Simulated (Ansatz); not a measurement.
AlN (4H polytype), relaxed with r2SCAN in Ansatz 0.2.0: the symmetry is P6_3mc (No. 186, hexagonal); a = 3.097 Å, c = 10.034 Å in the conventional setting, 10.42 Å³ an atom. Around Al lie 4 N at 1.89–1.90 Å; around Al lie 4 N at 1.89 Å; around N lie 4 Al at 1.89–1.90 Å; around N lie 4 Al at 1.89 Å. The primitive cell holds 8 atoms in 83.35 Å³. The cell comes from a prototype generator: it can be a known phase or a hypothetical one. Spin polarisation is off.

Computed values: PBE gives a gap of 4.04 eV and PBE0 (25 % exact exchange) 6.04 eV; one over PBE's mean ε∞ is 0.219. HSE06 (6×6×2) gives a least gap of 5.31 eV and a least direct gap of 5.57 eV.

(1) What is the density?

(2) Taking the gap as linear in the share of unscreened exchange, estimate the gap of the hybrid whose share is 1/ε∞.

(3) At what wavelength does absorption set in by HSE06, excitons left aside?

## Answers

(1) The cell holds 4 Al, 4 N: M = 4×26.982 + 4×14.007 = 163.96 u in V = 83.35 Å³. ρ = 1.66054 × M/V = 1.66054 × 163.96/83.35 = 3.266 g/cm³, for the static r2SCAN lattice.

(2) The slope is (6.04 − 4.04)/0.25 = 8.00 eV per unit share, so E_g ≈ 4.04 + 8.00 × 0.219 = 5.79 eV. The run with that share gives 5.80 eV (6×6×2 mesh), +0.01 eV from the straight line.

(3) λ = 1239.84 eV nm/E: 233 nm for the least gap, where it needs phonons and is weak, and 223 nm for direct transitions. That lies in the ultraviolet, so by this gap the crystal is transparent to visible light.

The meshes of the hybrids are coarse, so their gaps aren't converged to the digits shown.
